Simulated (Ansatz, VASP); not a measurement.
**Ni: VASP beside Ansatz**

Contents of INCAR:

```
PREC = Accurate ; ENCUT = 520
EDIFF = 1E-6 ; ISMEAR = -1
SIGMA = 0.1 ; LREAL = False
LASPH = True ; NELM = 60
ALGO = Normal ; ISIF = 2
LWAVE = False ; LCHARG = False
GGA = PS ; NBANDS = 17
```

The input KPOINTS:

```
Automatic mesh
0
Gamma
  12 12 12
```

File POSCAR:

```
Ni
1.0
    0.0000000000      2.3971618501      2.3971618501
    2.3971618501      0.0000000000      2.3971618501
    2.3971618501      2.3971618501      0.0000000000
Ni
2
Direct
    0.1250000000      0.1250000000      0.1250000000
    0.8750000000      0.8750000000      0.8750000000
```

Input for Ansatz:

```yaml
crystal:
  lattice:
    - [0.0, 2.3971618501, 2.3971618501]
    - [2.3971618501, 0.0, 2.3971618501]
    - [2.3971618501, 2.3971618501, 0.0]
  atoms:
    - { symbol: Ni, position: [0.125, 0.125, 0.125] }
    - { symbol: Ni, position: [0.875, 0.875, 0.875] }
hamiltonian:
  xc: pbesol
  pseudopotentials:
    kind: paw
    azcp:
      Ni: "pseudopotentials/Ni.paw.azcp"
basis:
  ecutwfc: 420
  fft_grid_basis: typed
kpoints:
  mp_grid: { grid: [12, 12, 12], shift: [0, 0, 0] }
magnetization:
  spin_polarized: false
scf:
  occupations: { method: fermi_dirac, width: 0.1 }
  lower_state_search: "off"
output:
  stress: true
```

Alike in both runs: task single point; functional PBEsol; k mesh 12 × 12 × 12; occupations fermi-dirac, width 0.1 eV; no spin polarisation.

|  | VASP | Ansatz |
| --- | --- | --- |
| version | VASP 6.6.1 | Ansatz 0.2.0 |
| potentials or method | VASP PAW PBE potentials, release 64 (Ni) | plane waves (420 eV) with PAW, scalar-relativistic |
| plane-wave cutoff (eV) | 520 | 420 |
| valence electrons in the cell | 20 | 36 |

Ansatz gave:

* pressure (GPa): 18.7

Q: Estimate VASP's values.

A: Pressure (GPa): 17.9.

The two sets of potentials don't hold the same shells in valence. Ansatz warned: «pseudo_functional_mismatch».

Caveats: so large a pressure means that the cell lies far from this level's equilibrium, or that cutoff or potentials fall short (VASP); the potentials were made for another functional, which shifts forces and pressure (VASP); the run has no spin polarisation, though such a crystal can be magnetic. Spin polarisation is off, so any magnetic state and its effect on volume and gap are missing.
